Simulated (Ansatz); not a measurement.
**ZrO2 (P4_2/nmc): how the settings move a single-point run**

Aim: see which settings change the result for ZrO2 (P4_2/nmc), by how much, and at what cost.

Program: Ansatz 0.2.0. Level of theory: reference: DFT PBE, scalar-relativistic, plane waves, PAW. These are calculated values, not measurements.

**1. Starting point**

The structure is tetragonal, space group P4_2/nmc (No. 137). The conventional cell has a = 3.621 Å, b = 3.621 Å, c = 5.283 Å, α = 90.00°, β = 90.00°, γ = 90.00°. Zr (site symmetry -4m2) has 4 O at 2.08 Å as nearest neighbours. O (site symmetry 2mm) has 2 Zr at 2.08 Å as nearest neighbours.

As a file:

```
CELL_PARAMETERS angstrom
3.62108 0.00000 0.00000
0.00000 3.62108 0.00000
0.00000 0.00000 5.28255
ATOMIC_POSITIONS crystal
Zr 0.00000 0.00000 0.00000
Zr 0.50000 0.50000 0.50000
O 0.00000 0.50000 0.19281
O 0.00000 0.50000 0.69281
O 0.50000 0.00000 0.30719
O 0.50000 0.00000 0.80719
```

**2. Reference**

input.yaml reads:

```yaml
crystal:
  lattice:
    - [3.6210769967, 0.0, 0.0]
    - [0.0, 3.6210769967, 0.0]
    - [0.0, 0.0, 5.2825492043]
  atoms:
    - { symbol: Zr, position: [0.0, 0.0, 0.0] }
    - { symbol: Zr, position: [0.5, 0.5, 0.5] }
    - { symbol: O, position: [0.0, 0.5, 0.1928057823] }
    - { symbol: O, position: [0.0, 0.5, 0.6928057823] }
    - { symbol: O, position: [0.5, 0.0, 0.3071942177] }
    - { symbol: O, position: [0.5, 0.0, 0.8071942177] }
basis:
  ecutwfc: 420
  ecutrho_ratio: 4
kpoints:
  mp_grid: { grid: [8, 8, 6] }
  band_path:
    path:
      - [[0.0, 0.0, 0.0], [0.0, 0.5, 0.0], [0.5, 0.5, 0.0], [0.0, 0.0, 0.0], [0.0, 0.0, 0.5], [0.0, 0.5, 0.5], [0.5, 0.5, 0.5], [0.0, 0.0, 0.5]]
      - [[0.0, 0.5, 0.0], [0.0, 0.5, 0.5]]
      - [[0.5, 0.5, 0.0], [0.5, 0.5, 0.5]]
    npoints: 14
hamiltonian:
  xc: pbe
scf:
  occupations: { method: gaussian, width: 0.05 }
  n_extra_bands: 19
output:
  forces: true
  stress: true
  eigenvalues: true
  populations: true
  dos: { projected: true, de: 0.02, nscf_kmesh: { grid: [12, 12, 9] } }
  bader: true
  write_density: true
  write_potential: true
  elf: true
  volumetric_format: npy
```

The run is started by

```
ansatz run input.yaml --threads 4 --pin off --max-ram 7168MiB --backend cpu --events-out ev --progress --plain --runs-dir out
```

The main lines of its log:

```text
[...]
Basis set: ecut = 420 eV, 1345 PW (Γ), exchange–correlation on 50×50×72 points (8 copies of the dense FFT grid, shifted against one another)
[...]
k-points: 60 of 384
[...]
SCF iter   1: F=—  HF=-10647.847082 eV  |F-HF|=—  |Δ(HF+E_count)|=         —  Δρ=3.10e-3  dr2=1.54e-3  ethr=1.77e-3  ⟨swp⟩=5.7  Hψ=11325  notcnv=0  defer=85
preconditioner: auto → Resta (q_TF=auto, 2.567 Å⁻¹)  ε∞=2.8  [insulator: Δε(μ)=4.042 eV  Ē_g=21.789 eV  σ=0.050 eV  W_gap=1.00  n_scr=20 (ndim 8)  ℏωp=29.6 eV  f_vac=0.019  D(μ)=0.00/eV (n_scr^D=0)  ε∞_Penn≈2.8]
SCF iter   2: F=—  HF=-10647.846768 eV  |F-HF|=—  |Δ(HF+E_count)|=   3.14e-4  Δρ=1.57e-3  dr2=3.99e-4  ethr=3.21e-6  ⟨swp⟩=2.3  Hψ=3605  notcnv=0  defer=270
[...]
SCF iter   5: F=—  HF=-10647.846927 eV  |F-HF|=—  |Δ(HF+E_count)|=   3.33e-7  Δρ=3.15e-5  dr2=4.61e-7  ethr=6.25e-9  ⟨swp⟩=2.0  Hψ=2694  notcnv=0  defer=270
SCF iter   6: F=-10647.846927 eV  HF=-10647.846927 eV  |F-HF|=5.09e-11  |Δ(HF+E_count)|=   5.42e-8  Δρ=9.98e-6  dr2=5.32e-8  ethr=2.08e-10  ⟨swp⟩=13.1  Hψ=16511  notcnv=0
[...]
SCF converged after 6 iterations
Free energy (F): -10647.846927 eV
[...]
E sigma→0 (E₀):  -10647.846927 eV
Fermi energy:    12.746829 eV
[...]
  P = ⅓ Tr σ = -0.0029 GPa (-0.029 kbar)
[...]
```

Wall time 18 s (4 threads of Arm Neoverse V2, shared host); peak memory 0.48 GiB.

**3. Changed: mp_grid.shift [0.5, 0.5, 0.5]**

input.yaml reads:

```yaml
crystal:
  lattice:
    - [3.6210769967, 0.0, 0.0]
    - [0.0, 3.6210769967, 0.0]
    - [0.0, 0.0, 5.2825492043]
  atoms:
    - { symbol: Zr, position: [0.0, 0.0, 0.0] }
    - { symbol: Zr, position: [0.5, 0.5, 0.5] }
    - { symbol: O, position: [0.0, 0.5, 0.1928057823] }
    - { symbol: O, position: [0.0, 0.5, 0.6928057823] }
    - { symbol: O, position: [0.5, 0.0, 0.3071942177] }
    - { symbol: O, position: [0.5, 0.0, 0.8071942177] }
basis:
  ecutwfc: 420
  ecutrho_ratio: 4
kpoints:
  mp_grid: { grid: [8, 8, 6], shift: [0.5, 0.5, 0.5] }
hamiltonian:
  xc: pbe
scf:
  occupations: { method: gaussian, width: 0.05 }
output:
  forces: true
  stress: true
```

The run is started by

```
ansatz run input.yaml --threads 4 --pin off --max-ram 7168MiB --backend cpu --events-out ev --progress --plain --runs-dir out
```

What it wrote:

```text
Warning: RAYON_NUM_THREADS=4 ignored (pool sized by the plan → 4); use --threads N
Engine: ansatz 0.2.0, aarch64-unknown-linux-gnu
Pseudopotentials: kind: paw
Pseudopotential: Zr, paw, valence charge 12, recommended cutoff 420 eV (normal), Zr.paw.azcp
Pseudopotential: O, paw, valence charge 6, recommended cutoff 420 eV (normal), O.paw.azcp
Functional definition: PBE
  parameter kappa = 0.804
  parameter beta = 0.06672455060314922
  exchange = pbe_x(kappa = kappa, mu = beta*pi^2/3)
  correlation = pbe_c(beta = beta)
Crystal: 6 atoms, lattice volume = 69.266 Å³
Basis set: ecut = 420 eV, 1345 PW (Γ), exchange–correlation on 50×50×72 points (8 copies of the dense FFT grid, shifted against one another)
Bands: 30, of which v1, the nominal top of the filled ones, is band 24 counted from 1 (23 counted from 0)
Symmetry: 16 space group operations
Space group: P42/nmc (ITA 137), of the structure as read, at distance tolerance 4.1e-5 Å
k-points: 30 of 384
Non-local potential: Zr, projectors of the file, l = 0: 3, l = 1: 2, l = 2: 2, l = 3: 2
Non-local potential: O, projectors of the file, l = 0: 2, l = 1: 2, l = 2: 1
PAW form: soft (Blöchl's): semilocal exchange-correlation on the pseudo side does not see the compensation charge
PAW one-centre angular grid: Zr, 590 points (default); XC on 64 Gauss nodes
PAW one-centre angular grid: O, 110 points (default); XC on 64 Gauss nodes
Initial density: superposition of atomic densities (neutral atoms: chi_scale 0, normalization atom), corrected by the library's trained network
Initial wavefunctions: pseudopotential atomic-orbital guess
Functional: x = pbe(κ = 0.804, μ = 0.2195149727645171), c = pbe(β = 0.06672455060314922)
SCF iter   1: F=—  HF=-10647.846825 eV  |F-HF|=—  |Δ(HF+E_count)|=         —  Δρ=3.10e-3  dr2=1.53e-3  ethr=1.77e-3  ⟨swp⟩=4.8  Hψ=3705  notcnv=0
preconditioner: auto → Resta (q_TF=auto, 2.567 Å⁻¹)  ε∞=4.2  [insulator: Δε(μ)=4.243 eV  Ē_g=16.645 eV  σ=0.050 eV  W_gap=1.00  n_scr=20 (ndim 8)  ℏωp=29.6 eV  f_vac=0.019  D(μ)=0.00/eV (n_scr^D=0)  ε∞_Penn≈4.2]
SCF iter   2: F=—  HF=-10647.846705 eV  |F-HF|=—  |Δ(HF+E_count)|=   1.20e-4  Δρ=1.60e-3  dr2=4.25e-4  ethr=3.19e-6  ⟨swp⟩=2.5  Hψ=1681  notcnv=0
SCF iter   3: F=—  HF=-10647.846989 eV  |F-HF|=—  |Δ(HF+E_count)|=   2.84e-4  Δρ=3.12e-4  dr2=4.26e-5  ethr=8.85e-7  ⟨swp⟩=2.1  Hψ=1339  notcnv=0
automatic band count: iteration 3 solves 28 bands in place of 30: the levels show a gap, and the empty bands left out lie too high to hold charge; the band table lists the bands solved (type scf.n_extra_bands for more)
SCF iter   4: F=—  HF=-10647.846867 eV  |F-HF|=—  |Δ(HF+E_count)|=   1.22e-4  Δρ=8.78e-5  dr2=3.80e-6  ethr=8.88e-8  ⟨swp⟩=2.0  Hψ=1320  notcnv=0
SCF iter   5: F=—  HF=-10647.846870 eV  |F-HF|=—  |Δ(HF+E_count)|=   2.66e-6  Δρ=2.04e-5  dr2=1.95e-7  ethr=7.91e-9  ⟨swp⟩=2.0  Hψ=1224  notcnv=0
SCF iter   6: F=-10647.846870 eV  HF=-10647.846870 eV  |F-HF|=2.90e-8  |Δ(HF+E_count)|=   2.16e-7  Δρ=7.60e-6  dr2=2.89e-8  ethr=2.08e-10  ⟨swp⟩=4.0  Hψ=3086  notcnv=0
SCF 1 converged in 6 iterations: F = -10647.846870 eV  dr2 = 2.89e-8
SCF converged after 6 iterations
Free energy (F): -10647.846870 eV
Harris-Foulkes:  -10647.846870 eV  (|F-HF|=2.90e-8)
Internal energy: -10647.846870 eV  (E = F + TS)
E sigma→0 (E₀):  -10647.846870 eV
Fermi energy:    12.792990 eV
--- Per-component energies (eV) ---
  E_band       = -162.786387
  E_kinetic    = 1372.363600
  E_local      = -2392.084062  (includes V_loc(G=0)·N_el)
  E_nonlocal   = 343.007165
  E_hartree    = 789.052793
  E_xc         = -622.937740
  E_vxc        = -764.292267  (∫ρ·V_xc dr)
  E_paw        = -6537.663133  (= ΣΔE_a)
  E_vpaw       = -299.899709  (= ΣTr[D̂ρ^β])
  E_aug_tail   = 0.010040  (compensation charges beyond the density's cutoff)
  E_ewald      = -3599.595534
  E_smearing   = -0.000000  (= −TS)
  E_closure    = -0.000000  (closes the sum)
  Σ components = -10647.846870   (vs F -10647.846870, Δ=0.00e0)
--- Forces (eV/Å), atoms counted from 1 ---
  atom   1  Zr     0.00000000     0.00000000     0.00000000
  atom   2  Zr     0.00000000     0.00000000     0.00000000
  atom   3  O      0.00000000     0.00000000    -0.00064711
  atom   4  O      0.00000000     0.00000000    -0.00064711
  atom   5  O      0.00000000     0.00000000     0.00064711
  atom   6  O      0.00000000     0.00000000     0.00064711
  max |Σ_I F_I| component: 1.25e-16 eV/Å
--- Stress (GPa, compression-positive) ---
       -0.007116       0.000000       0.000000
        0.000000      -0.007116       0.000000
        0.000000       0.000000       0.007043
  P = ⅓ Tr σ = -0.0024 GPa (-0.024 kbar)
```

Run time: 0.87 s. Hardware: 4 threads of Arm Neoverse V2, shared host; peak memory 0.34 GiB.

Changing the k-point mesh moves the energy by 0.0 meV/atom, and the gap on the mesh goes from 4.04 to 4.24 eV. The energy is not variational in the mesh, so the sign tells nothing. A gap read on a mesh depends on which points the mesh holds, and a coarse mesh shifts the density too.

**4. Variant: basis.precision f64, hubbard.sites [{species: Zr, l: d, u_eff: 2.0}], hubbard.double_counting fll, preconditioner kerker, eigensolver.kind davidson**

input.yaml reads:

```yaml
crystal:
  lattice:
    - [3.6210769967, 0.0, 0.0]
    - [0.0, 3.6210769967, 0.0]
    - [0.0, 0.0, 5.2825492043]
  atoms:
    - { symbol: Zr, position: [0.0, 0.0, 0.0] }
    - { symbol: Zr, position: [0.5, 0.5, 0.5] }
    - { symbol: O, position: [0.0, 0.5, 0.1928057823] }
    - { symbol: O, position: [0.0, 0.5, 0.6928057823] }
    - { symbol: O, position: [0.5, 0.0, 0.3071942177] }
    - { symbol: O, position: [0.5, 0.0, 0.8071942177] }
basis:
  ecutwfc: 420
  ecutrho_ratio: 4
  precision: f64
kpoints:
  mp_grid: { grid: [8, 8, 6] }
hamiltonian:
  xc: pbe
  hubbard: { sites: [{ species: Zr, l: d, u_eff: 2.0 }], double_counting: fll }
scf:
  occupations: { method: gaussian, width: 0.05 }
  mixing: { preconditioner: kerker }
  eigensolver: { kind: davidson }
output:
  forces: true
  stress: true
  write_density: true
  write_potential: true
  elf: true
  volumetric_format: npy
```

The run is started by

```
ansatz run input.yaml --threads 4 --pin off --max-ram 7168MiB --backend cpu --events-out ev --progress --plain --runs-dir out
```

What it wrote, shortened:

```text
Warning: RAYON_NUM_THREADS=4 ignored (pool sized by the plan → 4); use --threads N
Zr: projections on atomic orbitals take those of the free atom [Ar 3d10] 4s2 4p6 4d2 5s2, of charge +0.00 (hamiltonian.pseudopotentials.projection_atoms); the dataset's partial waves leave at most 4.4e-6 of an orbital's norm unspanned inside its sphere
O: projections on atomic orbitals take those of the free atom [He] 2s2 2p4, of charge +0.00 (hamiltonian.pseudopotentials.projection_atoms); the dataset's partial waves leave at most 1.9e-8 of an orbital's norm unspanned inside its sphere
[...]
Pseudopotentials: kind: paw
Pseudopotential: Zr, paw, valence charge 12, recommended cutoff 420 eV (normal), Zr.paw.azcp
Pseudopotential: O, paw, valence charge 6, recommended cutoff 420 eV (normal), O.paw.azcp
Functional definition: PBE
[...]
SCF iter   9: F=-10644.536958 eV  HF=-10644.536958 eV  |F-HF|=9.41e-9  |Δ(HF+E_count)|=   2.04e-7  Δρ=9.66e-6  dr2=3.72e-8  ethr=5.02e-10  ⟨swp⟩=3.0  Hψ=4360  notcnv=0
[...]
SCF converged after 9 iterations
Free energy (F): -10644.536958 eV
[...]
E sigma→0 (E₀):  -10644.536958 eV
Fermi energy:    13.126458 eV
[...]
--- Forces (eV/Å), atoms counted from 1 ---
  atom   1  Zr     0.00000000     0.00000000     0.00000000
  atom   2  Zr     0.00000000     0.00000000     0.00000000
  atom   3  O      0.00000000     0.00000000     0.13515725
  atom   4  O      0.00000000     0.00000000     0.13515725
  atom   5  O      0.00000000     0.00000000    -0.13515725
  atom   6  O      0.00000000     0.00000000    -0.13515725
[...]
--- Stress (GPa, compression-positive) ---
        2.542166       0.000000       0.000000
        0.000000       2.542166       0.000000
        0.000000       0.000000       1.875223
  P = ⅓ Tr σ = 2.3199 GPa (23.199 kbar)
--- Band table (eV; the first three rows and the last of 60) ---
[...]
Occupation matrices written to <dir>
```

Run time: 3.9 s. Hardware: 4 threads of Arm Neoverse V2, shared host; peak memory 0.46 GiB.

Changing the arithmetic precision, Hubbard U, mixing and solver moves the energy by +551.7 meV/atom, and the pressure goes from 0.0 to 2.3 GPa, the gap on the mesh goes from 4.04 to 4.44 eV and the largest force goes from 0.00 to 0.14 eV/Å. The U term adds an energy of its own, so the shift says nothing about which run is better. U shifts the shell's levels, filled ones down and empty ones up, which widens the gap here.

**5. Changing settings: symmetry.detect false, dispersion d3bj**

input.yaml reads:

```yaml
crystal:
  lattice:
    - [3.6210769967, 0.0, 0.0]
    - [0.0, 3.6210769967, 0.0]
    - [0.0, 0.0, 5.2825492043]
  atoms:
    - { symbol: Zr, position: [0.0, 0.0, 0.0] }
    - { symbol: Zr, position: [0.5, 0.5, 0.5] }
    - { symbol: O, position: [0.0, 0.5, 0.1928057823] }
    - { symbol: O, position: [0.0, 0.5, 0.6928057823] }
    - { symbol: O, position: [0.5, 0.0, 0.3071942177] }
    - { symbol: O, position: [0.5, 0.0, 0.8071942177] }
  symmetry: { detect: false }
basis:
  ecutwfc: 420
  ecutrho_ratio: 4
kpoints:
  mp_grid: { grid: [8, 8, 6] }
hamiltonian:
  xc: pbe
  dispersion: d3bj
scf:
  occupations: { method: gaussian, width: 0.05 }
output:
  forces: true
  stress: true
  write_density: true
  write_potential: true
  elf: true
  volumetric_format: npy
```

The run is started by

```
ansatz run input.yaml --threads 4 --pin off --max-ram 7168MiB --backend cpu --events-out ev --progress --plain --runs-dir out
```

What it wrote, shortened:

```text
Warning: RAYON_NUM_THREADS=4 ignored (pool sized by the plan → 4); use --threads N
[...]
Pseudopotentials: kind: paw
Pseudopotential: Zr, paw, valence charge 12, recommended cutoff 420 eV (normal), Zr.paw.azcp
Pseudopotential: O, paw, valence charge 6, recommended cutoff 420 eV (normal), O.paw.azcp
Functional definition: PBE
[...]
Crystal: 6 atoms, lattice volume = 69.266 Å³
Basis set: ecut = 420 eV, 1345 PW (Γ), exchange–correlation on 50×50×72 points (8 copies of the dense FFT grid, shifted against one another)
Bands: 30, of which v1, the nominal top of the filled ones, is band 24 counted from 1 (23 counted from 0)
Symmetry: 1 space group operations
k-points: 196 of 384 (time reversal used)
[...]
SCF iter   1: F=—  HF=-10649.371627 eV  |F-HF|=—  |Δ(HF+E_count)|=         —  Δρ=3.10e-3  dr2=1.53e-3  ethr=1.77e-3  ⟨swp⟩=4.9  Hψ=24250  notcnv=0
[...]
SCF iter   6: F=-10649.371682 eV  HF=-10649.371682 eV  |F-HF|=2.66e-8  |Δ(HF+E_count)|=   2.27e-7  Δρ=7.99e-6  dr2=3.25e-8  ethr=2.08e-10  ⟨swp⟩=11.0  Hψ=37351  notcnv=0
[...]
SCF converged after 6 iterations
Free energy (F): -10649.371682 eV
[...]
E sigma→0 (E₀):  -10649.371682 eV
Fermi energy:    12.746867 eV
[...]
--- Forces (eV/Å), atoms counted from 1 ---
  atom   1  Zr     0.00000089     0.00000190    -0.00000483
  atom   2  Zr     0.00000026     0.00000002     0.00000614
  atom   3  O     -0.00000024    -0.00000008    -0.00422349
  atom   4  O      0.00000066    -0.00000039    -0.00421960
  atom   5  O      0.00000029    -0.00000027     0.00421994
  atom   6  O     -0.00000051     0.00000032     0.00422308
[...]
--- Stress (GPa, compression-positive) ---
       -3.670690      -0.000001       0.000003
       -0.000001      -3.670677       0.000001
        0.000003       0.000001      -3.616241
  P = ⅓ Tr σ = -3.6525 GPa (-36.525 kbar)
--- Band table (eV; the first three rows and the last of 196) ---
[...]
```

Wall time 11 s (4 threads of Arm Neoverse V2, shared host); peak memory 0.54 GiB.

The energy moves by -254.1 meV/atom, nearly all of it the dispersion term itself (-254.1 meV/atom); that offset belongs to the model and is no gain or loss of stability; the pressure goes from 0.0 to -3.7 GPa.

**6. Variant: hubbard.sites [{species: Zr, l: d, u_eff: 5.0}], hubbard.double_counting fll, occupations.width 0.01**

input.yaml reads:

```yaml
crystal:
  lattice:
    - [3.6210769967, 0.0, 0.0]
    - [0.0, 3.6210769967, 0.0]
    - [0.0, 0.0, 5.2825492043]
  atoms:
    - { symbol: Zr, position: [0.0, 0.0, 0.0] }
    - { symbol: Zr, position: [0.5, 0.5, 0.5] }
    - { symbol: O, position: [0.0, 0.5, 0.1928057823] }
    - { symbol: O, position: [0.0, 0.5, 0.6928057823] }
    - { symbol: O, position: [0.5, 0.0, 0.3071942177] }
    - { symbol: O, position: [0.5, 0.0, 0.8071942177] }
basis:
  ecutwfc: 420
  ecutrho_ratio: 4
kpoints:
  mp_grid: { grid: [8, 8, 6] }
hamiltonian:
  xc: pbe
  hubbard: { sites: [{ species: Zr, l: d, u_eff: 5.0 }], double_counting: fll }
scf:
  occupations: { method: gaussian, width: 0.01 }
output:
  forces: true
  stress: true
```

The run is started by

```
ansatz run input.yaml --threads 4 --pin off --max-ram 7168MiB --backend cpu --events-out ev --progress --plain --runs-dir out
```

What it wrote, shortened:

```text
Warning: RAYON_NUM_THREADS=4 ignored (pool sized by the plan → 4); use --threads N
Zr: projections on atomic orbitals take those of the free atom [Ar 3d10] 4s2 4p6 4d2 5s2, of charge +0.00 (hamiltonian.pseudopotentials.projection_atoms); the dataset's partial waves leave at most 4.4e-6 of an orbital's norm unspanned inside its sphere
O: projections on atomic orbitals take those of the free atom [He] 2s2 2p4, of charge +0.00 (hamiltonian.pseudopotentials.projection_atoms); the dataset's partial waves leave at most 1.9e-8 of an orbital's norm unspanned inside its sphere
[...]
Pseudopotentials: kind: paw
Pseudopotential: Zr, paw, valence charge 12, recommended cutoff 420 eV (normal), Zr.paw.azcp
Pseudopotential: O, paw, valence charge 6, recommended cutoff 420 eV (normal), O.paw.azcp
Functional definition: PBE
[...]
Crystal: 6 atoms, lattice volume = 69.266 Å³
[...]
SCF iter   1: F=—  HF=-10640.415430 eV  |F-HF|=—  |Δ(HF+E_count)|=         —  Δρ=7.82e-2  dr2=4.40e0  ethr=3.10e-3  ⟨swp⟩=5.1  Hψ=7238  notcnv=0
[...]
SCF iter   8: F=-10639.792067 eV  HF=-10639.792067 eV  |F-HF|=2.50e-9  |Δ(HF+E_count)|=   6.46e-7  Δρ=4.77e-6  dr2=1.62e-8  ethr=2.08e-10  ⟨swp⟩=4.7  Hψ=6438  notcnv=0
[...]
SCF converged after 8 iterations
Free energy (F): -10639.792067 eV
[...]
E sigma→0 (E₀):  -10639.792067 eV
Fermi energy:    13.747261 eV
[...]
--- Forces (eV/Å), atoms counted from 1 ---
  atom   1  Zr     0.00000000     0.00000000     0.00000000
  atom   2  Zr     0.00000000     0.00000000    -0.00000000
  atom   3  O      0.00000000     0.00000000     0.35330641
  atom   4  O      0.00000000     0.00000000     0.35330641
  atom   5  O      0.00000000     0.00000000    -0.35330641
  atom   6  O      0.00000000     0.00000000    -0.35330641
[...]
--- Stress (GPa, compression-positive) ---
        6.892031       0.000000       0.000000
        0.000000       6.892031       0.000000
        0.000000       0.000000       5.089820
  P = ⅓ Tr σ = 6.2913 GPa (62.913 kbar)
Occupation matrices written to <dir>
```

Run time: 2.4 s. Hardware: 4 threads of Arm Neoverse V2, shared host; peak memory 0.48 GiB.

Changing the Hubbard U and smearing moves the energy by +1.34 eV/atom (σ→0 values), and the pressure goes from 0.0 to 6.3 GPa, the gap on the mesh goes from 4.04 to 5.13 eV and the largest force goes from 0.00 to 0.35 eV/Å. The U term adds an energy of its own, so the shift says nothing about which run is better.

**7. Side by side**

| run | ending | energy change | pressure (GPa) | gap (eV) | force (eV/Å) | cycles | time |
| --- | --- | --- | --- | --- | --- | --- | --- |
| reference | converged | 0 | 0.0 | 4.04 | 0.00 | 6 | 18 s |
| 1: mp_grid.shift [0.5, 0.5, 0.5] | converged | 0.0 meV/atom | 0.0 | 4.24 | 0.00 | 6 | 0.87 s |
| 2: basis.precision f64, hubbard.sites [{species: Zr, l: d, u_eff: 2.0}], hubbard.double_counting fll, preconditioner kerker, eigensolver.kind davidson | converged | +551.7 meV/atom (U changed: no physical gain or loss) | 2.3 | 4.44 | 0.14 | 9 | 3.9 s |
| 3: symmetry.detect false, dispersion d3bj | converged | -254.1 meV/atom (offset of the dispersion model) | -3.7 | 4.04 | 0.00 | 6 | 11 s |
| 4: hubbard.sites [{species: Zr, l: d, u_eff: 5.0}], hubbard.double_counting fll, occupations.width 0.01 | converged | +1.34 eV/atom (σ→0) (U changed: no physical gain or loss) | 6.3 | 5.13 | 0.35 | 8 | 2.4 s |

Times don't compare one to one where runs were asked for different outputs or read a saved state (see the inputs); cycles may leave out searches for a lower state.

Residual by cycle in the longest SCF loop of each run; runs are numbered as in the table. The quantity is the density residual dr2, in eV.

| cycle | reference | run 1 | run 2 | run 3 | run 4 |
| --- | --- | --- | --- | --- | --- |
| 1 | 0.00154 | 0.00153 | 2.86 | 0.00153 | 4.4 |
| 2 | 4.0e-4 | 4.2e-4 | 0.655 | 4.2e-4 | 0.558 |
| 3 | 8.5e-6 | 4.3e-5 | 0.188 | 3.9e-5 | 0.198 |
| 4 | 3.0e-6 | 3.8e-6 | 0.0157 | 3.9e-6 | 0.00456 |
| 5 | 4.6e-7 | 2.0e-7 | 0.00297 | 2.1e-7 | 2.3e-4 |
| 6 | 5.3e-8 | 2.9e-8 | 1.5e-4 | 3.2e-8 | 1.5e-5 |
| 7 | - | - | 2.2e-6 | - | 3.9e-7 |
| 8 | - | - | 2.4e-7 | - | 1.6e-8 |
| 9 | - | - | 3.7e-8 | - | - |

What this shows: «mp_grid.shift [0.5, 0.5, 0.5]» leaves the energy as it was. A changed U is a change of model: its shifts are not errors of convergence.
